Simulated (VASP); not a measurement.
**As: single point with PBE+D3(BJ)**

Slab: As, a slab with vacuum.

```
As
1.0
     3.50019    0.00000    0.00000
    -1.75010    3.03125    0.00000
     0.00000    0.00000   28.57424
As
2
Cartesian
  0.0000 2.0208 13.5786
  1.7501 1.0104 14.9957
```

The cell isn't the ideal one: biaxial strain -0.020, atoms relaxed.

- Program: VASP 6.6.1
- Task: single point
- Functional: PBE
- Dispersion: D3(BJ)
- Potentials or basis: VASP PAW PBE potentials, release 64 (As)
- Cutoff: 520 eV
- k mesh: 9 × 9 × 1
- Occupations: gaussian, width 0.02 eV
- Spin: no spin polarisation

| Item | Value |
| --- | --- |
| Largest force | 0.104 eV/Å |
| Band gap on the k mesh | 1.32 eV, indirect (least direct gap 2.21 eV) |
| Dispersion energy per atom | -0.220 eV |

Forces in eV/Å, atoms in the order of the input:
```
As   0.000  0.000 -0.104
As   0.000  0.000  0.104
```

Levels at points of the mesh, in eV from the valence-band top:
| k point | band 1 | band 2 | band 3 | band 4 | band 5 | band 6 | band 7 | band 8 | band 9 | band 10 |
| --- | --- | --- | --- | --- | --- | --- | --- | --- | --- | --- |
| (0.00, 0.00, 0.00) | -14.17 | -7.66 | -1.13 | 0.00 | 0.00 | 2.21 | 3.51 | 3.51 | 4.49 | 4.75 |

Run time: 110 s on 1 thread of Intel(R) Xeon(R) 6975P-C (Granite Rapids), on a shared host, peak memory 0.42 GiB.
